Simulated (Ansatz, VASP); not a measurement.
One calculation of Ti, two programs

```
Ti
1.0
    -1.64100    1.64100    1.59177
     1.64100   -1.64100    1.59177
     1.64100    1.64100   -1.59177
Ti
1
Cartesian
  0.0000 0.0000 0.0000
```

Change from the starting cell: strain +0.000 along x and y, -0.030 along z, atoms carried along.

Alike in both runs: task single point; functional PBEsol; k mesh 20 × 20 × 20; occupations gaussian, width 0.15 eV; no spin polarisation.

```csv
,VASP,Ansatz
version,VASP 6.6.1,Ansatz 0.2.0
potentials or method,"VASP PAW PBE potentials, release 64 (Ti_sv)","scalar-relativistic, plane waves, PAW"
plane-wave cutoff (eV),520,420
valence electrons in the cell,12,12
```

VASP gave:

| Property | Result |
| --- | --- |
| gap on the k mesh at the Fermi level (eV) | none |
| pressure (GPa) | -4.0 |
| largest component of the traceless stress (GPa) | 0.58 |

Question: Which values does Ansatz return?

Answer: gap on the k mesh at the Fermi level (eV): none; pressure (GPa): -3.8; largest component of the traceless stress (GPa): 0.58.

A gap of «none» marks a metal or a gap that the smearing closes.

Caveats: the PAW data sets were made with another functional, which shifts forces and pressure a little (VASP).
